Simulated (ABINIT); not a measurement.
Runs of ABINIT 10.8.3 (patched build) on ZnO (zincite). It takes space group P6_3mc (No. 186, hexagonal). Conventional cell: a = 3.249 Å, b = 3.249 Å, c = 5.206 Å, α = 90.00°, β = 90.00°, γ = 120.00°. Zn (site symmetry 3m) has 4 O at 1.97 to 1.98 Å as nearest neighbours. O (site symmetry 3m) is surrounded by 4 Zn at 1.97 to 1.98 Å. 

```tsv
level	gap on the mesh (eV)	pressure (GPa)	largest force (eV/Å)
SCAN	1.14	-2.3	0.09
PBEsol	0.68	-2.1	0.06
r2SCAN	1.21	-1.2	0.07
WC	0.68	-2.1	0.06
PW91	0.81	3.4	0.07
RPBE	0.89	(c)	0.08
AM05	0.81	-1.5	0.06
revPBE	0.87	(b)	0.08
LDA	0.72	(a)	0.05
BLYP	0.96	8.8	0.07
```

Alike in all rows: task single point; potentials or basis JTH PAW PBE v2.0; no spin polarisation; cell as given; k mesh 9 × 9 × 5; cutoff (eV) 762; smearing fermi-dirac 0.05 eV.

Task: Fill in the values left out.

Result: (a) -7.6; (b) 7.5; (c) 8.7.

Caveats: the PAW data sets were made with another functional, which shifts forces and pressure a little.

Runs at the PBE level aren't shown here.
